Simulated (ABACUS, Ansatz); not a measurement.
## Nb: energy against volume and a worked fit

It takes space group Fm-3m (No. 225, cubic). The conventional cell has a = 4.230 Å, b = 4.230 Å, c = 4.230 Å, α = 90.00°, β = 90.00°, γ = 90.00°. Nb (site symmetry m-3m) is surrounded by 12 Nb at 2.99 Å.

This isn't the form of Nb at room conditions, which is bcc.

The cell was scaled at fixed shape and fractions and run with Ansatz, JTH PAW, cutoff 1170 eV; PBEsol, k mesh 11 × 11 × 11 on the cell of 1 atom, fermi-dirac occupations of 0.05 eV, no spin polarisation, no spin-orbit coupling. The potentials were made for PBE. Energies are those that the program minimises, any entropy of the smearing included. For a metal such a mesh isn't converged to the digits shown.

```csv
V (Å³/atom),energy over the lowest row (meV/atom)
17.7864,2.27
18.1649,0.00
18.5433,6.28
18.9217,20.30
19.3002,?
19.6786,68.51
20.0570,101.38
```

Problem. Fit the third-order Birch-Murnaghan form, give V0, B0 and B′, and predict the energy left open.

Solution. With y = (V0/V)^(2/3), E = E0 + (9 V0 B0/16) [(y - 1)³ B′ + (y - 1)² (6 - 4y)]. Least squares through the rows shown give V0 = 18.0708 Å³/atom, E0 = -0.28 meV, B0 = 177.8 GPa (1 eV/Å³ = 160.218 GPa) and B′ = 4.02, with a largest miss of 0.03 meV. At V = 19.3002 the form with these constants gives 41.28 meV; the run gave 41.27 meV an atom. Other set-ups at this level, from all their volumes (Å³/atom, GPa): ABACUS, PseudoDojo NC SR 0.4.1 PBEsol standard, plane waves: V0 18.097, B0 177.6; Ansatz, Ansatz PAW (made for PBE): V0 18.080, B0 177.6; Ansatz, PseudoDojo stringent (made for PBE): V0 18.097, B0 177.6; Ansatz, Ansatz PAW (files of its older set among them) (made for PBE): V0 18.079, B0 177.7.

The fitted minimum lies below the volume of the listed cell, so that cell is slightly expanded for fcc Nb at this level. The large bulk modulus reflects 4d bonding: in a group 5 metal the d band is less than half full, so the occupied states are mostly bonding and stretching the lattice costs much of their overlap. Under compression, the kinetic energy of the sp electrons and core overlap take over, which makes the well steeper on that side; B′ of 4.02 expresses this asymmetry.

Only one row lies below V0, so B′ is drawn mainly from the expanded side. The close match at the open volume confirms a smooth interpolation, but says little about strong compression. The set-ups agree closely in stiffness, and their small differences in volume probably come from the treatment of the core. A minimum along this path shows resistance to uniform volume change only, and doesn't exclude the shear instability towards bcc expected of fcc Nb.
